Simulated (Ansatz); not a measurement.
# Te: LAPW beside PAW

Aim: solve Te at one geometry with LAPW, all electrons, frozen-core PAW and datasets made for this crystal, and see where they agree.

Program: Ansatz 0.2.0. Level of theory: DFT PBE, scalar-relativistic. These are calculated values, not measurements.

2 further runs of the same task are left out: 2 that didn't finish.

## Step 1: The system as given

It takes space group P3_121 (No. 152, trigonal). Conventional cell: a = 4.601 Å, b = 4.601 Å, c = 5.900 Å, α = 90.00°, β = 90.00°, γ = 120.00°. Te (site symmetry 2) has 2 Te at 2.84 Å as nearest neighbours.

Coordinates:

```cif
data_structure
_symmetry_space_group_name_H-M 'P3_121'
_symmetry_Int_Tables_number 152
_cell_length_a 4.6014
_cell_length_b 4.6014
_cell_length_c 5.9001
_cell_angle_alpha 90.000
_cell_angle_beta 90.000
_cell_angle_gamma 120.000
_cell_volume 108.18
loop_
_atom_site_label
_atom_site_type_symbol
_atom_site_symmetry_multiplicity
_atom_site_Wyckoff_symbol
_atom_site_fract_x
_atom_site_fract_y
_atom_site_fract_z
_atom_site_occupancy
Te1 Te 3 a 0.25670 0.00000 0.33333 1
```

The file gives the conventional cell by its symmetry; the runs use the cell typed in the input.

The cell is one relaxed in the Materials Project, used as it stands.

Atoms are numbered in the order of the input: Te1, Te2, Te3.

## Step 2: LAPW, all electrons

input.yaml reads:

```yaml
crystal:
  lattice:
    - [4.6013525159, 0.0, 0.0]
    - [-2.300676258, 3.9848881706, 0.0]
    - [0.0, 0.0, 5.900062001]
  atoms:
    - { symbol: Te, position: [0.25669717, 0.0, 0.3333333333] }
    - { symbol: Te, position: [0.0, 0.25669717, 0.6666666667] }
    - { symbol: Te, position: [0.74330283, 0.74330283, 0.0] }
kpoints:
  mp_grid: { grid: [9, 9, 6] }
  band_path:
    path:
      - [0.0, 0.0, 0.0]
      - [0.5, 0.0, 0.0]
      - [0.3333333333, 0.3333333333, 0.0]
      - [0.0, 0.0, 0.0]
      - [0.0, 0.0, 0.5]
      - [0.5, 0.0, 0.5]
      - [0.3333333333, 0.3333333333, 0.5]
      - [0.0, 0.0, 0.5]
      - [0.5, 0.0, 0.5]
    npoints: 8
scf:
  occupations: { method: fermi_dirac, width: 0.05 }
hamiltonian:
  xc: pbe
  pseudopotentials: { kind: all_electron, lapw: { basis_error: 0.001 } }
output:
  forces: true
  stress: true
  eigenvalues: true
  fatbands: true
  populations: true
  dos: { projected: true, de: 0.2, e_range: [-14, 8] }
```

Started as:

```bash
$ ansatz run input.yaml --threads 1 --pin off --max-ram 4096MiB --backend cpu --events-out ev --progress --plain --runs-dir out
```

## Step 3: Frozen-core PAW

input.yaml, as its differences from that of step 2:

```diff
@@ -27,3 +27,3 @@
   xc: pbe
-  pseudopotentials: { kind: all_electron, lapw: { basis_error: 0.001 } }
+  pseudopotentials: { kind: paw }
 output:
@@ -32,4 +32,9 @@
   eigenvalues: true
-  fatbands: true
+  efg: { contact_densities: true }
   populations: true
+  bader: true
   dos: { projected: true, de: 0.2, e_range: [-14, 8] }
+  write_density: true
+  write_potential: true
+  elf: true
+  volumetric_format: npy
```

## Step 4: Datasets made for this crystal

input.yaml, as its differences from that of step 3:

```diff
@@ -27,3 +27,3 @@
   xc: pbe
-  pseudopotentials: { kind: paw }
+  pseudopotentials: { kind: all_electron, datasets: crystal }
 output:
@@ -33,8 +33 @@
   efg: { contact_densities: true }
-  populations: true
-  bader: true
-  dos: { projected: true, de: 0.2, e_range: [-14, 8] }
-  write_density: true
-  write_potential: true
-  elf: true
-  volumetric_format: npy
```

(Steps that only read results are left out.)

What does the calculation give? Wanted: pressure; gap; largest force; Bader charges; highest ELF.

**Answer**, as computed:

| quantity | value |
| --- | --- |
| pressure | LAPW 0.55, PAW 0.54, crystal datasets 0.55 GPa |
| gap (LAPW) | 0.35 eV, indirect from L–H to H |
| largest force | LAPW 0.202, PAW 0.205, crystal datasets 0.202 eV/Å |
| Bader charges (PAW) | Te1 +0.00 e |
| highest ELF (PAW) | 0.78, 1.31 Å from Te |

In words: At this geometry the cell is under compression of 0.5 GPa, so it would expand if let go. The gap is 0.35 eV, indirect from L–H to H. Spin-orbit coupling is left out, though the cell holds Te; it can shift such gaps by tenths of an eV. Te 5p states make 96 % of the projected weight in the top eV of the valence band. The projection holds only the free atom's occupied shells (Te 5s, Te 5p in this range). The field gradient at Te1, the largest by crystal datasets, is -61.79 by PAW and -61.46 by crystal datasets (10²¹ V/m²), within 5 %. Spin–orbit coupling is left out, which moves gradients at and beside heavy atoms by some per cent and at worst by a factor of two. PAW lies -0.01 GPa from LAPW in pressure and less than 0.01 eV in the gap. The forces differ by at most 3 meV/Å in a component, on a largest force of 0.202 eV/Å. LAPW took about 2.8 times as long as PAW (2.8 min against 61 s, on a shared host and with the outputs that each input asks for).
